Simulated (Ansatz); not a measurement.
Theory: DFT PBE, scalar-relativistic, plane waves, PAW (Ansatz). Several structures of Hf4O3 were relaxed, and the powder pattern of one of them was computed from 10° to 70° in 2θ (λ = 1.5406 Å; lines under 1 % are left out).

Cu Kα1 powder pattern (kinematic, no thermal factors).
```tsv
2θ (°)	relative intensity
34.13	100
35.75	2
39.43	45
39.98	21
56.99	16
57.41	29
68.13	30
68.89	13
```

**Question.** Which structure gives it?
A.

```
Hf O
1.0
    -2.28319    2.28319    4.50602
     2.28319   -2.28319    4.50602
     2.28319    2.28319   -4.50602
Hf O
4 3
Cartesian
  2.2832 0.0000 0.0000
  0.0000 0.0000 6.6592
  0.0000 0.0000 2.3529
  0.0000 2.2832 0.0000
  2.2832 0.0000 2.2530
  0.0000 2.2832 2.2530
  0.0000 0.0000 0.0000
```

B.

```
Hf O
1.0
     5.27209    0.00000    0.00000
     0.00000    3.21143    0.00000
    -0.01580    0.00000    5.66678
Hf O
4 3
Direct
  0.27086 0.00000 0.65636
  0.72914 0.00000 0.34364
  0.25516 0.50000 0.15562
  0.74484 0.50000 0.84438
  0.50000 0.00000 0.00000
  0.00000 0.00000 0.00000
  0.00000 0.50000 0.50000
```

C.

```
Hf O
1.0
     3.17022    0.00000    0.00000
    -1.58511    2.74549    0.00000
     0.00000    0.00000   10.97796
Hf O
4 3
Direct
  0.33333 0.66667 0.60923
  0.66667 0.33333 0.39077
  0.66667 0.33333 0.86834
  0.33333 0.66667 0.13166
  0.00000 0.00000 0.74092
  0.00000 0.00000 0.25908
  0.00000 0.00000 0.00000
```

D.

```
Hf O
1.0
     4.80169    0.00000    0.00000
     0.00000    4.80169    0.00000
     0.00000    0.00000    5.05522
Hf O
4 3
Direct
  0.25063 0.25063 0.25170
  0.74937 0.74937 0.25170
  0.74937 0.25063 0.74830
  0.25063 0.74937 0.74830
  0.00000 0.00000 0.00000
  0.00000 0.00000 0.50000
  0.50000 0.50000 0.00000
```

**Answer.** A. Its strongest line, at 2θ = 34.13°, has d = λ/(2 sin θ) = 2.625 Å and is the (1 1 2) reflection of the conventional I4/mmm cell with a = 4.566 Å, c = 9.012 Å. The others have their strongest lines at 36.4° (B); 36.6° (C); 31.7° (D).

The cells needn't be stable.
